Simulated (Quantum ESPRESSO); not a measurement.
# Cu: single point with PBEsol

Cu:

```xyz
2
Lattice="2.5341 0.0000 0.0000 -1.2670 2.1946 0.0000 0.0000 0.0000 4.1126" Properties=species:S:1:pos:R:3 pbc="T T T"
Cu    1.2532    0.7689    3.0594
Cu    0.0536    1.4636    1.0227
```

This isn't the form of Cu at room conditions, which is fcc.

The cell isn't the ideal one: atoms moved at random, drawn with an rms of 0.05 Å.

* Program: Quantum ESPRESSO 7.5
* Task: single point
* Functional: PBEsol
* Potentials or basis: GBRV 1.5 PBEsol
* Cutoff: 762 eV
* Density cutoff: 6095 eV
* k mesh: 12 × 12 × 7
* Occupations: fermi-dirac, width 0.05 eV
* Spin: no spin polarisation
* Mixing beta: 0.5
* Most SCF iterations: 120
* SCF threshold: 4e-10 Ry

The pressure is -1.2 GPa, the largest force is 0.198 eV/Å and the band gap on the k mesh is none (metal or under the smearing width).

Forces in eV/Å, atoms in the order of the input:
```
Cu   0.106 -0.059  0.157
Cu  -0.106  0.059 -0.157
```

Stress tensor (GPa, compression positive):
```
-1.00 -0.90  0.11
-0.90 -1.97 -0.06
 0.11 -0.06 -0.65
```

Levels at points of the mesh, in eV from the Fermi level:
| k point | band 15 | band 16 | band 17 | band 18 | band 19 | band 20 | band 21 | band 22 | band 23 | band 24 |
| --- | --- | --- | --- | --- | --- | --- | --- | --- | --- | --- |
| (0.00, 0.00, 0.00) | -2.73 | -2.57 | -2.39 | -1.75 | -1.60 | -1.09 | 4.05 | 21.42 | 22.04 | 22.22 |
| (0.00, -0.50, 0.00) | -2.73 | -1.56 | -1.51 | -1.47 | -0.05 | 1.72 | 7.76 | 8.19 | 11.09 | 11.50 |
| (0.50, -0.50, 0.00) | -2.74 | -1.59 | -1.53 | -1.45 | 0.20 | 1.45 | 8.24 | 8.65 | 10.68 | 11.06 |
| (-0.50, 0.00, 0.00) | -2.73 | -1.56 | -1.51 | -1.47 | -0.06 | 1.73 | 7.74 | 8.18 | 11.10 | 11.51 |

Run time: 3.2 min on 2 MPI ranks on Arm Neoverse V2 (shared host), peak memory 0.4 GiB a rank.
